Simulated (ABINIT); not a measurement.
## ZnSe (Stilleite): single point with PBEsol

Crystal: ZnSe (Stilleite).

```xyz
2
Lattice="0.0000 2.8338 2.8338 2.8338 0.0000 2.8338 2.8338 2.8338 0.0000" Properties=species:S:1:pos:R:3 pbc="T T T"
Se    4.2507    4.2507    4.2507
Zn    0.0000    0.0000    0.0000
```

```yaml
Program: ABINIT 10.8.3 (patched build)
Task: single point
Functional: PBEsol
Potentials_or_basis: JTH PAW PBE v2.0
Cutoff: 544 eV
k_mesh: 3 × 3 × 3
Occupations: fermi-dirac, width 0.05 eV
Spin: no spin polarisation
```

The band gap on the k mesh is 1.12 eV, direct and the valence electrons inside the program's atomic spheres are Se 4.04; Zn 10.76.

Levels at points of the mesh, in eV from the valence-band top:
```tsv
k point	band 5	band 6	band 7	band 8	band 9	band 10	band 11	band 12	band 13
(0.00, 0.00, 0.00)	-6.28	-6.28	0.00	0.00	0.00	1.12	5.66	5.66	5.66
```

Run time: 18 s on 1 thread of Arm Neoverse V1 (shared host), peak memory 0.11 GiB.

Caveat: the k mesh is coarse (spacing up to 0.64 Å⁻¹), so the values aren't converged.
